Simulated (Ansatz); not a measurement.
SrO:

```
Sr O
1.0
     0.00000    2.56630    2.56630
     2.56630    0.00000    2.56630
     2.56630    2.56630    0.00000
Sr O
1 1
Direct
  0.50000 0.50000 0.50000
  0.00000 0.00000 0.00000
```

* Program: Ansatz 0.2.0
* Task: relaxation of cell and atoms
* Functional: PBE
* Potentials or basis: Ansatz PAW
* Cutoff: 420 eV (not typed: the program's choice for these potentials)
* k mesh: 9 × 9 × 9
* Occupations: fermi-dirac, width 0.05 eV
* Spin: no spin polarisation

At the start: volume 16.90 Å³/atom.

Where does the relaxation end?

It ends after 7 steps and the volume is 17.52 Å³/atom (+3.7 %); space group Fm-3m (No. 225, to 0.05 Å).

Step by step:
```tsv
step	energy change (eV)	largest force (eV/Å)	volume (Å³)
1	0.0000	0.0000	33.80
2	0.0042	0.0000	36.18
3	-0.0091	0.0000	35.05
4	-0.0093	0.0000	34.98
5	-0.0125	0.0000	34.98
6	-0.0124	0.0000	35.05
7	-0.0125	0.0000	35.05
```

Final structure:
```xyz
2
Lattice="0.0000 2.5974 2.5974 2.5974 0.0000 2.5974 2.5974 2.5974 0.0000" Properties=species:S:1:pos:R:3 pbc="T T T"
Sr    2.5974    2.5974    2.5974
O     0.0000    0.0000    0.0000
```

Caveat: the plane-wave basis is chosen anew once the cell has moved, so the energies of steps on either side of that aren't comparable; the pressure holds a Pulay correction of +0.4 GPa for the finite cutoff.
